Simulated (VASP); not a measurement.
# WSe2 monolayer: G0W0 gap of a sheet against vacuum, part 4 of 5

Wanted: the quasiparticle gap of a sheet of WSe2 monolayer, and how far the repeats disturb it.

VASP 6.6.1, plane waves and PAW; the level of theory is named at each step.

So far, quasiparticle gap on the mesh (eV): step 5 (G0W0, box 11 Å, bands in the sums 208) 2.30. Also gap on the k-mesh (eV): step 4 (empty bands, box 11 Å) 1.54.

## (8) G0W0, box 12.5 Å, bands in the sums 232, height 12.5

This step: G0W0 on PBE, no spin polarisation; plane waves and PAW (W_sv_GW, Se_GW) (VASP 6.6.1).

G0W0 in the taller cell, at the same response cutoff, frequencies and mesh.

The input, INCAR:

```
SYSTEM = WSe2
PREC = Accurate
ENCUT = 340
ISMEAR = 0
SIGMA = 0.01
LREAL = .FALSE.
GGA = PE
NBANDS = 232
LASPH = .TRUE.
ALGO = EVGW0
NELMGW = 1
ENCUTGW = 90
NOMEGA = 48
PRECFOCK = Fast
NBANDSGW = 24
LWAVE = .FALSE.
LCHARG = .FALSE.
```

The input, POSCAR:

```
WSe2
1.0
    3.3200000000      0.0000000000      0.0000000000
   -1.6600000000      2.8752043406      0.0000000000
    0.0000000000      0.0000000000     12.5000000000
W Se
1 2
Direct
    0.3333333333      0.6666666667      0.5000000000
    0.6666666667      0.3333333333      0.6340397802
    0.6666666667      0.3333333333      0.3659602198
```

The input, KPOINTS:

```
Automatic mesh
0
Gamma
9 9 1
0 0 0
```

Potentials, in the order of the species: W_sv_GW and Se_GW (PBE family, release 64).

The run is started by

```sh
> mpirun -np 8 vasp_std
```

The log of the run:

```text
[banner, memory and clock lines left out]
running    8 mpi-ranks, on    1 nodes
[...]
[... a notice as in an earlier step ...]

 [... a notice as in an earlier step ...]

 LDA part: xc-table for (Slater+PW92), standard interpolation
 found WAVECAR, reading the header
 POSCAR, INCAR and KPOINTS ok, starting setup
[...]
reading WAVECAR
 the WAVECAR file was read successfully
 initial charge from wavefunction
 available memory per node:     33.37 GB, setting MAXMEM to     34174

 The Fermi energy was updated, please check that it is located mid-gap
 values below the HOMO (VB) or above the LUMO (CB) will cause erroneous energies
 E-fermi :   1.4715

 calculate exact exchange contribution
 the WAVEDER file was read successfully
 [... a notice as in an earlier step ...]

energies w=
    0.000    0.000    1.069    0.000    2.135    0.000    3.192    0.000
    4.237    0.000    5.269    0.000    6.285    0.000    7.282    0.000
    8.262    0.000    9.225    0.000   10.170    0.000   11.100    0.000
[...]
total number of BLAS operations       3239.85 Gflops
NQ=   8    0.3333    0.1111    0.0000,
|.........|.........|.........|.........|.........|.........|.........|.........
 performed       8730000 updates of chi_q(r,r)
 total number of BLAS operations       3791.96 Gflops
NQ=   9    0.4444    0.1111    0.0000,
|.........|.........|.........|.........|.........|.........|.........|.........
 performed       9892000 updates of chi_q(r,r)
 total number of BLAS operations       4267.08 Gflops
NQ=  10    0.2222    0.2222    0.0000,
|.........|.........|.........|.........|.........|.........|.........|.........
 performed      11054000 updates of chi_q(r,r)
 total number of BLAS operations       4738.01 Gflops
NQ=  11    0.3333    0.2222    0.0000,
|.........|.........|.........|.........|.........|.........|.........|.........
 performed      12417000 updates of chi_q(r,r)
 total number of BLAS operations       5319.96 Gflops
NQ=  12    0.3333    0.3333    0.0000,
|.........|.........|.........|.........|.........|.........|.........|.........
 performed      13134000 updates of chi_q(r,r)
 total number of BLAS operations       5650.51 Gflops
 resolving degeneracies of screened two electron integrals

 calculate QP shifts <psi_nk| G(iteration)W_0 |psi_nk>: iteration 1
 entering main loop
```

The job ended after 1.9 min (8 MPI ranks of AMD EPYC 9R45, shared host; peak memory 2.3 GiB).

From OUTCAR (step 8):

```text
 QP shifts <psi_nk| G(iteration)W_0 |psi_nk>: iteration 1
 for sc-GW calculations column KS-energies equals QP-energies in previous step
 and V_xc(KS)=  KS-energies - (<T + V_ion + V_H > + <T+V_H+V_ion>^1  + <V_x>^1)
 k-point   1 :       0.0000    0.0000    0.0000
  band No.  KS-energies  QP-energies   sigma(KS)   V_xc(KS)     V^pw_x(r,r')   Z            occupation Imag(sigma)
    ...
     10      -1.4344      -2.2095     -12.1969     -11.2004     -14.1688       0.7779       2.0000       0.3949
     11      -0.5417      -0.8578     -15.0262     -14.6162     -16.1736       0.7712       2.0000       0.2632
     12      -0.5417      -0.8578     -15.0262     -14.6162     -16.1736       0.7712       2.0000       0.2632
     13       0.3884       0.0976     -14.0989     -13.7217     -14.7837       0.7708       2.0000       0.2169
     14       3.6023       4.2916     -13.1415     -14.0287      -9.7206       0.7769       0.0000      -0.3541
     15       3.6023       4.2916     -13.1415     -14.0287      -9.7206       0.7769       0.0000      -0.3541
     16       3.7750       4.4399     -13.1498     -14.0090      -9.6960       0.7739       0.0000      -0.4035
     17       3.7750       4.4399     -13.1498     -14.0090      -9.6960       0.7739       0.0000      -0.4035
    ...

[... 1 part as in an earlier step ...]

[... 2 further parts left out ...]
[key lines of the parts left out:]
E-fermi :   1.4715
```

The gap is now 2.347 eV, +51 meV against the lowest cell. Of the change against the lowest cell, +0 meV is already in the starting gap. The sheet keeps a typed, unrelaxed lattice constant, and the Coulomb interaction between its repeats isn't cut. Spin-orbit coupling is left out. VASP warns that the automatic setting of its frequency mesh failed and advises more k points, so the value is in doubt.

## (9) Ground state with more vacuum, box 14 Å, height 14

This step: PBE, no spin polarisation; plane waves and PAW (W_sv_GW, Se_GW) (VASP 6.6.1).

The cell is made 14 Å high around the same sheet, and the chain is run again; the band count grows with the volume, so that the sums reach the same energy.

The input, INCAR:

```
SYSTEM = WSe2
PREC = Accurate
ENCUT = 340
EDIFF = 1E-08
NELM = 100
ISMEAR = 0
SIGMA = 0.01
LREAL = .FALSE.
ALGO = Normal
GGA = PE
NBANDS = 19
LASPH = .TRUE.
LORBIT = 11
LWAVE = .TRUE.
LCHARG = .FALSE.
KPAR = 8
```

The input, POSCAR:

```
WSe2
1.0
    3.3200000000      0.0000000000      0.0000000000
   -1.6600000000      2.8752043406      0.0000000000
    0.0000000000      0.0000000000     14.0000000000
W Se
1 2
Direct
    0.3333333333      0.6666666667      0.5000000000
    0.6666666667      0.3333333333      0.6196783751
    0.6666666667      0.3333333333      0.3803216249
```

KPOINTS is that of step 8.

The run is started by

```sh
> mpirun -np 8 vasp_std
```

The log of the run:

```text
[... set-up lines as in an earlier step ...]
 entering main loop
       N       E                     dE             d eps       ncg     rms          rms(c)
DAV:   1     0.168507554903E+03    0.16851E+03   -0.11321E+04   584   0.815E+02
DAV:   2    -0.151897702195E+02   -0.18370E+03   -0.18124E+03   681   0.245E+02
DAV:   3    -0.258468617636E+02   -0.10657E+02   -0.10612E+02   661   0.633E+01
DAV:   4    -0.259797713624E+02   -0.13291E+00   -0.13262E+00   634   0.659E+00
[...]
DAV:  20    -0.236889700641E+02   -0.15592E-06   -0.16429E-08   525   0.511E-04    0.573E-04
DAV:  21    -0.236889700839E+02   -0.19777E-07   -0.19002E-09   416   0.160E-04    0.199E-04
DAV:  22    -0.236889700829E+02    0.10164E-08   -0.36654E-10   415   0.647E-05
   1 F= -.23688970E+02 E0= -.23688970E+02  d E =-.529086E-29
 writing wavefunctions
```

It took 7.2 s on 8 MPI ranks; peak memory 1.4 GiB.

From OUTCAR (step 9):

```text
  Total       -0.4972581     -0.4972581     -0.3662417      0.0000000      0.0000000      0.0000000
  in kB       -5.9615284     -5.9615284     -4.3907993      0.0000000      0.0000000      0.0000000
  external PRESSURE =      -5.4379520 kB  Pullay stress =       0.0000000 kB

 POSITION                                       TOTAL-FORCE (eV/Angst)
 -----------------------------------------------------------------------------------
     -0.00000      1.91680      7.00000         0.000000      0.000000      0.000000
      1.66000      0.95840      8.67550        -0.000000      0.000000      0.074680
      1.66000      0.95840      5.32450        -0.000000      0.000000     -0.074680
 -----------------------------------------------------------------------------------
    total drift:                                0.000000     -0.000000     -0.000000

  FREE ENERGIE OF THE ION-ELECTRON SYSTEM (eV)
  ---------------------------------------------------
  free  energy   TOTEN  =       -23.6889700829 eV

  energy  without entropy=      -23.6889700829  energy(sigma->0) =      -23.68897008

[... 1 part as in an earlier step ...]

[... 2 further parts left out ...]
[key lines of the parts left out:]
E-fermi :   0.1555
```

## (10) Empty bands, box 14 Å, height 14

The empty bands are made again, for the run that follows.

The input, INCAR:

```
SYSTEM = WSe2
PREC = Accurate
ENCUT = 340
ISMEAR = 0
SIGMA = 0.01
LREAL = .FALSE.
GGA = PE
NBANDS = 264
LASPH = .TRUE.
ALGO = Exact
NELM = 1
LWAVE = .TRUE.
LCHARG = .FALSE.
LOPTICS = .TRUE.
NEDOS = 1000
CSHIFT = 0.1
```

POSCAR is that of step 9.

KPOINTS is that of step 9.

The run is started by

```sh
> mpirun -np 8 vasp_std
```

The log of the run:

```text
[banner, memory and clock lines left out]
running    8 mpi-ranks, on    1 nodes
[...]
[... a notice as in an earlier step ...]

 LDA part: xc-table for (Slater+PW92), standard interpolation
 found WAVECAR, reading the header
  number of bands has changed, file:    19 present:   264
  trying to continue reading WAVECAR, but it might fail
 POSCAR, INCAR and KPOINTS ok, starting setup
[...]
reading WAVECAR
 random initialization beyond band           19
 the WAVECAR file was read successfully
 initial charge from wavefunction
 entering main loop
       N       E                     dE             d eps       ncg     rms          rms(c)
DIA:   1    -0.236889700821E+02   -0.23689E+02    0.00000E+00     0   0.000E+00
   1 F= -.23688970E+02 E0= -.23688970E+02  d E =-.272288-105
 writing wavefunctions
 optical routines
 imaginary and real dielectric function
 recalculating local potential from charge density
 direction            1
 direction            2
 direction            3
```

Elapsed: 22 s, on 8 MPI ranks; peak memory 2.1 GiB.

OUTCAR, selected parts (step 10):

```text
  Total       -0.4972205     -0.4972205     -0.3661857      0.0000000      0.0000000      0.0000000
  in kB       -5.9610774     -5.9610774     -4.3901279      0.0000000      0.0000000      0.0000000
  external PRESSURE =      -5.4374275 kB  Pullay stress =       0.0000000 kB

 POSITION                                       TOTAL-FORCE (eV/Angst)
 -----------------------------------------------------------------------------------
     -0.00000      1.91680      7.00000        -0.000000      0.000000      0.000000
      1.66000      0.95840      8.67550         0.000000     -0.000000      0.074677
      1.66000      0.95840      5.32450         0.000000      0.000000     -0.074677
 -----------------------------------------------------------------------------------
    total drift:                                0.000000     -0.000000     -0.000000

  FREE ENERGIE OF THE ION-ELECTRON SYSTEM (eV)
  ---------------------------------------------------
  free  energy   TOTEN  =       -23.6889700821 eV

  energy  without entropy=      -23.6889700821  energy(sigma->0) =      -23.68897008

[... 1 part as in an earlier step ...]

[... 2 further parts left out ...]
[key lines of the parts left out:]
E-fermi :   0.2321
```

WAVECAR now holds 264 bands for 26 electrons.

## (11) G0W0, box 14 Å, bands in the sums 264, height 14

This step: G0W0 on PBE, no spin polarisation; plane waves and PAW (W_sv_GW, Se_GW) (VASP 6.6.1).

The input, INCAR:

```
SYSTEM = WSe2
PREC = Accurate
ENCUT = 340
ISMEAR = 0
SIGMA = 0.01
LREAL = .FALSE.
GGA = PE
NBANDS = 264
LASPH = .TRUE.
ALGO = EVGW0
NELMGW = 1
ENCUTGW = 90
NOMEGA = 48
PRECFOCK = Fast
NBANDSGW = 24
LWAVE = .FALSE.
LCHARG = .FALSE.
```

POSCAR is that of step 10.

KPOINTS is that of step 10.

The run is started by

```sh
> mpirun -np 8 vasp_std
```

The log of the run:

```text
[banner, memory and clock lines left out]
running    8 mpi-ranks, on    1 nodes
[...]
[... a notice as in an earlier step ...]

 [... a notice as in an earlier step ...]

 LDA part: xc-table for (Slater+PW92), standard interpolation
 found WAVECAR, reading the header
 POSCAR, INCAR and KPOINTS ok, starting setup
[...]
reading WAVECAR
 the WAVECAR file was read successfully
 initial charge from wavefunction
 available memory per node:     34.06 GB, setting MAXMEM to     34873

 The Fermi energy was updated, please check that it is located mid-gap
 values below the HOMO (VB) or above the LUMO (CB) will cause erroneous energies
 E-fermi :   0.8497

 calculate exact exchange contribution
 the WAVEDER file was read successfully
 [... a notice as in an earlier step ...]

energies w=
    0.000    0.000    1.071    0.000    2.137    0.000    3.195    0.000
    4.242    0.000    5.275    0.000    6.291    0.000    7.290    0.000
    8.271    0.000    9.234    0.000   10.181    0.000   11.112    0.000
[...]
total number of BLAS operations       4663.81 Gflops
NQ=   8    0.3333    0.1111    0.0000,
|.........|.........|.........|.........|.........|.........|.........|.........
 performed       9964000 updates of chi_q(r,r)
 total number of BLAS operations       5472.74 Gflops
NQ=   9    0.4444    0.1111    0.0000,
|.........|.........|.........|.........|.........|.........|.........|.........
 performed      11290000 updates of chi_q(r,r)
 total number of BLAS operations       6094.43 Gflops
NQ=  10    0.2222    0.2222    0.0000,
|.........|.........|.........|.........|.........|.........|.........|.........
 performed      12616000 updates of chi_q(r,r)
 total number of BLAS operations       6806.53 Gflops
NQ=  11    0.3333    0.2222    0.0000,
|.........|.........|.........|.........|.........|.........|.........|.........
 performed      14171000 updates of chi_q(r,r)
 total number of BLAS operations       7641.04 Gflops
NQ=  12    0.3333    0.3333    0.0000,
|.........|.........|.........|.........|.........|.........|.........|.........
 performed      14991000 updates of chi_q(r,r)
 total number of BLAS operations       8057.65 Gflops
 resolving degeneracies of screened two electron integrals

 calculate QP shifts <psi_nk| G(iteration)W_0 |psi_nk>: iteration 1
 entering main loop
```

It took 2.2 min on 8 MPI ranks; peak memory 2.6 GiB; 17 min of CPU time.

Parts of OUTCAR (step 11):

```text
 QP shifts <psi_nk| G(iteration)W_0 |psi_nk>: iteration 1
 for sc-GW calculations column KS-energies equals QP-energies in previous step
 and V_xc(KS)=  KS-energies - (<T + V_ion + V_H > + <T+V_H+V_ion>^1  + <V_x>^1)
 k-point   1 :       0.0000    0.0000    0.0000
  band No.  KS-energies  QP-energies   sigma(KS)   V_xc(KS)     V^pw_x(r,r')   Z            occupation Imag(sigma)
    ...
     10      -2.0569      -2.8565     -12.2243     -11.1956     -14.1525       0.7772       2.0000       0.3962
     11      -1.1634      -1.5105     -15.0670     -14.6163     -16.1786       0.7701       2.0000       0.2664
     12      -1.1634      -1.5105     -15.0670     -14.6163     -16.1786       0.7701       2.0000       0.2664
     13      -0.2321      -0.5516     -14.1491     -13.7339     -14.8013       0.7696       2.0000       0.2199
     14       2.9806       3.6802     -13.1274     -14.0288      -9.7142       0.7762       0.0000      -0.3572
     15       2.9806       3.6802     -13.1274     -14.0288      -9.7142       0.7762       0.0000      -0.3572
     16       3.1532       3.8293     -13.1346     -14.0089      -9.6987       0.7733       0.0000      -0.4057
     17       3.1532       3.8293     -13.1346     -14.0089      -9.6987       0.7733       0.0000      -0.4057
    ...

[... 1 part as in an earlier step ...]

[... 2 further parts left out ...]
[key lines of the parts left out:]
E-fermi :   0.8497
```

The gap is now 2.387 eV, +91 meV against the lowest cell. Of the change against the lowest cell, +0 meV is already in the starting gap. The sheet keeps a typed, unrelaxed lattice constant, and the Coulomb interaction between its repeats isn't cut. Spin-orbit coupling is left out. VASP warns that the automatic setting of its frequency mesh failed and advises more k points, so the value is in doubt.

## (12) Ground state with more vacuum, box 18 Å, height 18

This step: PBE, no spin polarisation; plane waves and PAW (W_sv_GW, Se_GW) (VASP 6.6.1).

The cell is made 18 Å high around the same sheet, and the chain is run again; the band count grows with the volume, so that the sums reach the same energy.

The input, INCAR:

```
SYSTEM = WSe2
PREC = Accurate
ENCUT = 340
EDIFF = 1E-08
NELM = 100
ISMEAR = 0
SIGMA = 0.01
LREAL = .FALSE.
ALGO = Normal
GGA = PE
NBANDS = 19
LASPH = .TRUE.
LORBIT = 11
LWAVE = .TRUE.
LCHARG = .FALSE.
KPAR = 8
```

The input, POSCAR:

```
WSe2
1.0
    3.3200000000      0.0000000000      0.0000000000
   -1.6600000000      2.8752043406      0.0000000000
    0.0000000000      0.0000000000     18.0000000000
W Se
1 2
Direct
    0.3333333333      0.6666666667      0.5000000000
    0.6666666667      0.3333333333      0.5930831807
    0.6666666667      0.3333333333      0.4069168193
```

KPOINTS is that of step 11.

The run is started by

```sh
> mpirun -np 8 vasp_std
```

The log of the run:

```text
[... set-up lines as in an earlier step ...]
 entering main loop
       N       E                     dE             d eps       ncg     rms          rms(c)
DAV:   1     0.190207608262E+03    0.19021E+03   -0.11027E+04   600   0.791E+02
DAV:   2    -0.120455759094E+02   -0.20225E+03   -0.19749E+03   678   0.240E+02
DAV:   3    -0.257632349463E+02   -0.13718E+02   -0.13658E+02   664   0.684E+01
DAV:   4    -0.259777555081E+02   -0.21452E+00   -0.21384E+00   639   0.822E+00
[...]
DAV:  23    -0.236889780464E+02   -0.11250E-06   -0.35831E-09   444   0.229E-04    0.112E-04
DAV:  24    -0.236889780621E+02   -0.15754E-07   -0.21266E-10   388   0.615E-05    0.146E-04
DAV:  25    -0.236889780666E+02   -0.44934E-08   -0.13479E-10   309   0.453E-05
   1 F= -.23688978E+02 E0= -.23688978E+02  d E =-.112653E-39
 writing wavefunctions
```

Run time: 8.8 s. Hardware: 8 MPI ranks; peak memory 1.7 GiB.

OUTCAR, selected parts (step 12):

```text
  Total       -0.4998424     -0.4998424     -0.3757378      0.0000000      0.0000000      0.0000000
  in kB       -4.6608418     -4.6608418     -3.5036132      0.0000000      0.0000000      0.0000000
  external PRESSURE =      -4.2750989 kB  Pullay stress =       0.0000000 kB

 POSITION                                       TOTAL-FORCE (eV/Angst)
 -----------------------------------------------------------------------------------
     -0.00000      1.91680      9.00000        -0.000000      0.000000      0.000000
      1.66000      0.95840     10.67550         0.000000      0.000000      0.074312
      1.66000      0.95840      7.32450         0.000000     -0.000000     -0.074312
 -----------------------------------------------------------------------------------
    total drift:                                0.000000     -0.000000     -0.000000

  FREE ENERGIE OF THE ION-ELECTRON SYSTEM (eV)
  ---------------------------------------------------
  free  energy   TOTEN  =       -23.6889780666 eV

  energy  without entropy=      -23.6889780666  energy(sigma->0) =      -23.68897807

[... 1 part as in an earlier step ...]

[... 2 further parts left out ...]
[key lines of the parts left out:]
E-fermi :  -0.9809
```

## (13) Empty bands, box 18 Å, height 18

The empty bands are made again, for the run that follows.

The input, INCAR:

```
SYSTEM = WSe2
PREC = Accurate
ENCUT = 340
ISMEAR = 0
SIGMA = 0.01
LREAL = .FALSE.
GGA = PE
NBANDS = 336
LASPH = .TRUE.
ALGO = Exact
NELM = 1
LWAVE = .TRUE.
LCHARG = .FALSE.
LOPTICS = .TRUE.
NEDOS = 1000
CSHIFT = 0.1
```

POSCAR is that of step 12.

KPOINTS is that of step 12.

The run is started by

```sh
> mpirun -np 8 vasp_std
```

The log of the run:

```text
[banner, memory and clock lines left out]
running    8 mpi-ranks, on    1 nodes
[...]
[... a notice as in an earlier step ...]

 LDA part: xc-table for (Slater+PW92), standard interpolation
 found WAVECAR, reading the header
  number of bands has changed, file:    19 present:   336
  trying to continue reading WAVECAR, but it might fail
 POSCAR, INCAR and KPOINTS ok, starting setup
[...]
reading WAVECAR
 random initialization beyond band           19
 the WAVECAR file was read successfully
 initial charge from wavefunction
 entering main loop
       N       E                     dE             d eps       ncg     rms          rms(c)
DIA:   1    -0.236889780682E+02   -0.23689E+02    0.00000E+00     0   0.000E+00
   1 F= -.23688978E+02 E0= -.23688978E+02  d E =-.157805E-24
 writing wavefunctions
 optical routines
 imaginary and real dielectric function
 recalculating local potential from charge density
 direction            1
 direction            2
 direction            3
```

Run time: 41 s. Hardware: 8 MPI ranks; peak memory 2.8 GiB; 5.1 min of CPU time.

Parts of OUTCAR (step 13):

```text
  Total       -0.4998672     -0.4998672     -0.3758017      0.0000000      0.0000000      0.0000000
  in kB       -4.6610733     -4.6610733     -3.5042092      0.0000000      0.0000000      0.0000000
  external PRESSURE =      -4.2754519 kB  Pullay stress =       0.0000000 kB

 POSITION                                       TOTAL-FORCE (eV/Angst)
 -----------------------------------------------------------------------------------
     -0.00000      1.91680      9.00000        -0.000000     -0.000000     -0.000000
      1.66000      0.95840     10.67550         0.000000      0.000000      0.074313
      1.66000      0.95840      7.32450         0.000000      0.000000     -0.074313
 -----------------------------------------------------------------------------------
    total drift:                                0.000000     -0.000000     -0.000000

  FREE ENERGIE OF THE ION-ELECTRON SYSTEM (eV)
  ---------------------------------------------------
  free  energy   TOTEN  =       -23.6889780682 eV

  energy  without entropy=      -23.6889780682  energy(sigma->0) =      -23.68897807

[... 1 part as in an earlier step ...]

[... 2 further parts left out ...]
[key lines of the parts left out:]
E-fermi :  -1.0026
```

WAVECAR now holds 336 bands for 26 electrons.

[end of part 4 of 5]

[Lines on the potential files, build, host, timing and source positions are cut from VASP's logs without a mark.]

[Logs are printed without paths, hosts, clocks, repeated set-up lines and the standing remarks that a program may print on its own settings, such as how far it seeks lower states.]

[Hosts, paths, dates, database ids (printed as entryN), source tags and the programs' standing remarks are cut or masked in the printed files.]

[Pressures printed for these runs are not shown converged in the cutoff: they can be off by several GPa and have the wrong sign.]
